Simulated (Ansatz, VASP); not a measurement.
One calculation of Fe, two programs

```xyz
2
Lattice="0.0000 2.4034 2.4034 2.4034 0.0000 2.4034 2.4034 2.4034 0.0000" Properties=species:S:1:pos:R:3 pbc="T T T"
Fe    0.6008    0.6008    0.6008
Fe    4.2059    4.2059    4.2059
```

Alike in both runs: functional PBEsol; k mesh 11 × 11 × 11; occupations fermi-dirac, width 0.1 eV; no spin polarisation.

Ansatz relaxed the structure, and its values are those at the end. VASP's run is a single point on that final structure, the one shown.

|  | VASP | Ansatz |
| --- | --- | --- |
| version | VASP 6.6.1 | Ansatz 0.2.0 |
| potentials or method | VASP PAW PBE potentials, release 64 (Fe) | plane waves (420 eV) with PAW, scalar-relativistic |
| plane-wave cutoff (eV) | 520 | 420 |
| valence electrons in the cell | 16 | 32 |

```csv
,VASP,Ansatz,Ansatz less VASP
pressure (GPa),-1.7,0.0,+1.69
```

The functional is the same, so the differences come from potentials, cutoffs and numerics. The two sets of potentials don't hold the same shells in valence. Ansatz warned: «pseudo_functional_mismatch».

Caveats: the PAW data sets were made with another functional, which shifts forces and pressure a little (VASP); the run has no spin polarisation, though such a crystal can be magnetic. Spin polarisation is off, so any magnetic state and its effect on volume and gap are missing.
